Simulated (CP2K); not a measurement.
TaN:

```
Ta N
1.0
     2.93800    0.00000    0.00000
    -1.46900    2.54438    0.00000
     0.00000    0.00000    2.88300
Ta N
1 1
Direct
  0.00000 0.00000 0.50000
  0.66667 0.33333 0.00000
```

Base run:

| Property | Result |
| --- | --- |
| Program | CP2K 2026.2 |
| Functional | TASK |
| Potentials or basis | POTENTIAL_UZH Ta GTH-SCAN-q13, N GTH-SCAN-q5; TZVP-MOLOPT-SCAN-GTH basis |
| Density cutoff | 9184 eV |
| k mesh | 10 × 10 × 9 |
| Occupations | fermi-dirac, width 0.0259 eV |
| Spin | no spin polarisation |

Its results: band gap on the k mesh none (metal or under the smearing width); pressure 1.1 GPa.

Task: The run is repeated on the same cell with these changes: functional from TASK to SCAN; ngrids from 4 to 5. What comes out?

Result: Band gap on the k mesh none (metal or under the smearing width); pressure -6.2 GPa.

Caveats: the basis of atomic orbitals isn't converged, which shifts pressures, moduli and gaps; the potentials were made for another functional, which shifts forces and pressure (some runs).

Not every run made on this cell is shown here.
